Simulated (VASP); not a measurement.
# ZnO (P6_3mc) in VASP: further runs, part 2 of 2

VASP 6.6.1. Earlier steps stand in the parts before.

**3. Relaxation of cell and atoms, PBE**

This run uses another cell than the first one, of 12.35 Å³/atom, 1.038 times its volume.

Input file INCAR:

```
ALGO = Normal
EDIFF = 1E-7
EDIFFG = -0.002
ENCUT = 900
GGA = PE
IBRION = 2
ISIF = 3
ISMEAR = 0
KPAR = 4
LASPH = True
LCHARG = False
LREAL = False
LWAVE = False
NELM = 80
NSW = 80
PREC = Accurate
SIGMA = 0.02
```

Input file KPOINTS:

```
k-points
0
Gamma
  12 12 6
```

Input file POSCAR:

```
ZnO                                     
1.0
    3.2827212782      0.0000000000      0.0000000000
   -1.6413606391      2.8429200176      0.0000000000
    0.0000000000      0.0000000000      5.2950424897
  Zn              O             
     2     2
Direct
     0.3333333300000021    0.6666666699999979    0.4998671502557184
     0.6666666699999979    0.3333333300000021    0.9998671502557186
     0.6666666699999979    0.3333333300000021    0.3791428497442825
     0.3333333300000021    0.6666666699999979    0.8791428497442824
```

Potentials or basis: VASP PAW PBE potentials, release 64 (Zn, O_h).

Started as:

```sh
cat potpaw_PBE.64/Zn/POTCAR potpaw_PBE.64/O_h/POTCAR > POTCAR
mpirun -np 4 vasp_std > vasp.out
```

OUTCAR:

```text
EDIFF = 1E-7
   EDIFFG = -0.002
   ENCUT = 900
   GGA = PE
   IBRION = 2
   ISIF = 3
   ISMEAR = 0
   LASPH = True
   LREAL = False
   NELM = 80
   NSW = 80
   PREC = Accurate

 ion  position               nearest neighbor table
   1  0.333  0.667  0.500-   3 2.00   3 2.00   3 2.00   4 2.01
   2  0.667  0.333  1.000-   4 2.00   4 2.00   4 2.00   3 2.01
   3  0.667  0.333  0.379-   1 2.00   1 2.00   1 2.00   2 2.01
   4  0.333  0.667  0.879-   2 2.00   2 2.00   2 2.00   1 2.01

  LATTYP: Found a hexagonal cell.
 ALAT       =     3.2827212782
 C/A-ratio  =     1.6130039808

  Lattice vectors:

 A1 = (   3.2827212782,   0.0000000000,   0.0000000000)
 A2 = (  -1.6413606391,   2.8429200176,   0.0000000000)
 A3 = (   0.0000000000,   0.0000000000,   5.2950424897)

Analysis of symmetry for initial positions (statically):
=====================================================================
 Subroutine PRICEL returns:
 Original cell was already a primitive cell.

 Routine SETGRP: Setting up the symmetry group for a
 hexagonal supercell.

 Subroutine GETGRP returns: Found 12 space group operations
 (whereof  6 operations were pure point group operations)
 out of a pool of 24 trial point group operations.

The static configuration has the point symmetry C_3v.
 The point group associated with its full space group is C_6v.

Analysis of symmetry for dynamics (positions and initial velocities):
=====================================================================
 Subroutine PRICEL returns:
 Original cell was already a primitive cell.

 Routine SETGRP: Setting up the symmetry group for a
 hexagonal supercell.

 Subroutine GETGRP returns: Found 12 space group operations
 (whereof  6 operations were pure point group operations)
 out of a pool of 24 trial point group operations.

The dynamic configuration has the point symmetry C_3v.
 The point group associated with its full space group is C_6v.

 Subroutine INISYM returns: Found 12 space group operations
 (whereof  6 operations are pure point group operations),
 and found     1 'primitive' translations

----------------------------------------------------------------------------------------

                                     Primitive cell

  volume of cell :      49.4161

  direct lattice vectors                    reciprocal lattice vectors
     3.282721278  0.000000000  0.000000000     0.304625314  0.175875507  0.000000000
    -1.641360639  2.842920018  0.000000000     0.000000000  0.351751014  0.000000000
     0.000000000  0.000000000  5.295042490     0.000000000  0.000000000  0.188855897

  length of vectors
     3.282721278  3.282721276  5.295042490     0.351751014  0.351751014  0.188855897

  position of ions in fractional coordinates (direct lattice)
     0.333333330  0.666666670  0.499867150
     0.666666670  0.333333330  0.999867150
     0.666666670  0.333333330  0.379142850
     0.333333330  0.666666670  0.879142850

  ion indices of the primitive-cell ions
   primitive index   ion index
                 1           1
                 2           2
                 3           3
[... 35 lines left out ...]
  0.416667 -0.000000  0.000000      6.000000
[... 16 lines left out ...]
  0.250000 -0.000000  0.166667     12.000000
  0.333333 -0.000000  0.166667     12.000000
 [... further k-points ...]
   k-points           NKPTS =     76   k-points in BZ     NKDIM =     76   number of bands    NBANDS=     22
   number of dos      NEDOS =    301   number of ions     NIONS =      4
   total plane-waves  NPLWV =  55296
   dimension x,y,z NGX =    32 NGY =   32 NGZ =   54
   dimension x,y,z NGXF=    64 NGYF=   64 NGZF=  108
   ions per type =               2   2
   NGX,Y,Z   is equivalent  to a cutoff of  16.21, 16.21, 16.95 a.u.
   NGXF,Y,Z  is equivalent  to a cutoff of  32.41, 32.41, 33.91 a.u.
 SYSTEM =  unknown system
   PREC   = accura    normal or accurate (medium, high low for compatibility)
   ISTART =      0    job   : 0-new  1-cont  2-samecut
   ICHARG =      2    charge: 1-file 2-atom 10-const
   ISPIN  =      1    spin polarized calculation?
   LNONCOLLINEAR =      F non collinear calculations
   LSORBIT =      F    spin-orbit coupling
   LASPH  =      T    aspherical Exc in radial PAW
   ENCUT  =  900.0 eV  66.15 Ry    8.13 a.u.   8.03  8.03 12.95*2*pi/ulx,y,z
   NELM   =     80;   NELMIN=  2; NELMDL= -5     # of ELM steps
   EDIFF  = 0.1E-06   stopping-criterion for ELM
   LREAL  =      F    real-space projection
   EDIFFG = -.2E-02   stopping-criterion for IOM
   NSW    =     80    number of steps for IOM
   IBRION =      2    ionic relax: 0-MD 1-quasi-New 2-CG
   NFREE  =      1    steps in history (QN), initial steepest desc. (CG)
   ISIF   =      3    stress and relaxation
   ISYM   =      2    0-nonsym 1-usesym 2-fastsym
   POTIM  = 0.5000    time-step for ionic-motion
   TEBEG  =    0.0;   TEEND  =   0.0 temperature during run
   PSTRESS=    0.0 pullay stress
   NELECT =      36.0000    total number of electrons
   NUPDOWN=      -1.0000    fix difference up-down
   EMIN   =  10.00;   EMAX   =-10.00  energy-range for DOS
   EFERMI =   0.00;   METHOD = LEGACY
   ISMEAR =     0;   SIGMA  =   0.02  broadening in eV -4-tet -1-fermi 0-gaus
   EFERMI_NEDOS =   21; number of points for ismear=-14 and -15
   IALGO  =     38    algorithm
   IMIX   =      4    mixing-type and parameters
     AMIX     =   0.40;   BMIX     =  1.00
     AMIX_MAG =   1.60;   BMIX_MAG =  1.00
  volume/ion in A,a.u.               =      12.35        83.37
  Fermi-wavevector in a.u.,A,eV,Ry     =   1.473057  2.783675 29.523251  2.169898
  Thomas-Fermi vector in A             =   2.587997
   LORBIT       =      0    0 simple, 1 ext, 2 COOP (PROOUT), +10 PAW based schemes
   GGA     = PE    functional components
   LHFCALC =     F    Hartree Fock is set to
   AEXX    =    0.0000 exact exchange contribution
   IVDW    =     0    specifies the selected vdW correction
   LEPSILON=     F    determine dielectric tensor
   LRPA    =     F    only Hartree local field effects (RPA)
 conjugate gradient relaxation of ions
 non-spin polarized calculation
 Gauss-broadening in eV      SIGMA  =   0.02
  energy-cutoff  :      900.00
  volume of cell :       49.42
 maximum number of plane-waves:      3058
   NGX = 17   NGY = 17   NGZ = 25

--------------------------------------- Ionic step        1  -------------------------------------------

 number of electron      36.0000002 magnetization

 Free energy of the ion-electron system (eV)
  ---------------------------------------------------
  ext. energy  EPLUGINS =         0.00000000
  ---------------------------------------------------
  free energy    TOTEN  =       -17.87413068 eV

  energy without entropy =      -17.87413068  energy(sigma->0) =      -17.87413068

------------------------ aborting loop because EDIFF is reached ----------------------------------------

  FORCE on cell =-STRESS in cart. coord.  units (eV):
  Direction    XX          YY          ZZ          XY          YZ          ZX
  --------------------------------------------------------------------------------------
  -------------------------------------------------------------------------------------
  Total        0.0603347      0.0603347      0.0794318      0.0000000      0.0000000      0.0000000
  in kB        1.9561838      1.9561838      2.5753527      0.0000000      0.0000000      0.0000000
  external PRESSURE =       2.1625734 kB  Pullay stress =       0.0000000 kB
[... 215 lines left out ...]
--------------------------------------- Ionic step        7  -------------------------------------------

 number of electron      36.0000003 magnetization

 Free energy of the ion-electron system (eV)
  ---------------------------------------------------
  ext. energy  EPLUGINS =         0.00000000
  ---------------------------------------------------
  free energy    TOTEN  =       -17.87420663 eV

  energy without entropy =      -17.87420663  energy(sigma->0) =      -17.87420663

 E-fermi :   1.3296     XC(G=0): -10.7060

 val. band max:        1.1669813954   @ k =   0.0000   0.0000   0.0000
 cond. band min:       1.8903960804   @ k =   0.0000   0.0000   0.0000
 fundamental gap:      0.7234146850
 Fermi energy:         1.3296429254

 k-point     1 :       0.0000    0.0000    0.0000
  band No.  band energies     occupation
      1     -16.6177      2.00000
      2     -15.9567      2.00000
      3      -4.3508      2.00000
      4      -4.3508      2.00000
      5      -4.3107      2.00000
      6      -4.1821      2.00000
[... 589 lines left out ...]
     21       9.3350      0.00000
     22       9.8833      0.00000

 [... further k-points ...]

------------------------ aborting loop because EDIFF is reached ----------------------------------------

  FORCE on cell =-STRESS in cart. coord.  units (eV):
  Direction    XX          YY          ZZ          XY          YZ          ZX
  --------------------------------------------------------------------------------------
  -------------------------------------------------------------------------------------
  Total       -0.0034754     -0.0034754      0.0041850      0.0000000     -0.0000000      0.0000000
  in kB       -0.1124586     -0.1124586      0.1354194      0.0000000     -0.0000000      0.0000000
  external PRESSURE =      -0.0298326 kB  Pullay stress =       0.0000000 kB
[... 19 lines left out ...]
  FREE ENERGIE OF THE ION-ELECTRON SYSTEM (eV)
  ---------------------------------------------------
  free  energy   TOTEN  =       -17.8742066335 eV

  energy  without entropy=      -17.8742066335  energy(sigma->0) =      -17.87420663

 reached required accuracy - stopping structural energy minimisation
```

It took 77 s on 4 MPI ranks of Intel Xeon 6975P-C (Granite Rapids), shared host; peak memory 0.33 GiB.

What came out:

* Free energy: -17.8742 eV
* Relaxed volume: 12.38 Å³/atom
* Relaxed cell: a = 3.284 Å, b = 3.284 Å, c = 5.300 Å, α = 90.00°, β = 90.00°, γ = 120.00°
* Space group after relaxing (to 0.05 Å): P6_3mc (No. 186)
* Energy gained by relaxing: 0.0 meV/atom
* Ionic steps: 7
* Pressure after relaxing: 0.0 GPa
* Band gap on the k mesh: 0.72 eV, direct

Final structure:
```
CELL_PARAMETERS angstrom
3.28448 0.00000 0.00000
-1.64224 2.84444 0.00000
0.00000 0.00000 5.29980
ATOMIC_POSITIONS crystal
Zn 0.33333 0.66667 0.49992
Zn 0.66667 0.33333 0.99992
O 0.66667 0.33333 0.37909
O 0.33333 0.66667 0.87909
```

Caveat: the cutoff is under 1.25 times the usual one of these potentials, so pressure, stress and relaxed cells hold a basis-set (Pulay) error. PBE gaps usually lie below the measured ones, often by a third to a half.
